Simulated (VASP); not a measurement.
Sb:

```
Sb
1.0
     2.15420    1.24373    3.75800
    -2.15420    1.24373    3.75800
     0.00000   -2.48746    3.75800
Sb
2
Direct
  0.23349 0.23349 0.23349
  0.76651 0.76651 0.76651
```

```yaml
Program: VASP 6.6.1
Task: relaxation of cell and atoms
Functional: r2SCAN
Dispersion: rVV10
Potentials_or_basis: VASP PAW PBE potentials, release 64 (Sb)
Cutoff: 600 eV
k_mesh: 12 × 12 × 10
Occupations: methfessel-paxton, width 0.1 eV
Spin: no spin polarisation
```

At the start: pressure 1.2 GPa; volume 30.21 Å³/atom.

**Question.** Where does the relaxation end?

**Answer.** Over 3 steps the energy falls by 2.1 meV/atom and the volume is 30.74 Å³/atom (+1.8 %); space group R-3m (No. 166, to 0.05 Å).

The path:
```
step  energy change (eV)  largest force (eV/Å)  pressure (GPa)  volume (Å³)
   1              0.0000                0.1207            1.17        60.41
   2             -0.0014                0.1063           -0.87        62.36
   3             -0.0042                0.0074            0.02        61.47
```

Final structure:
```
Sb
1.0
     2.16746    1.25138    3.77733
    -2.16746    1.25138    3.77733
     0.00000   -2.50277    3.77733
Sb
2
Direct
  0.23377 0.23377 0.23377
  0.76623 0.76623 0.76623
```

Caveat: the PAW data sets were made with another functional, which shifts forces and pressure a little.
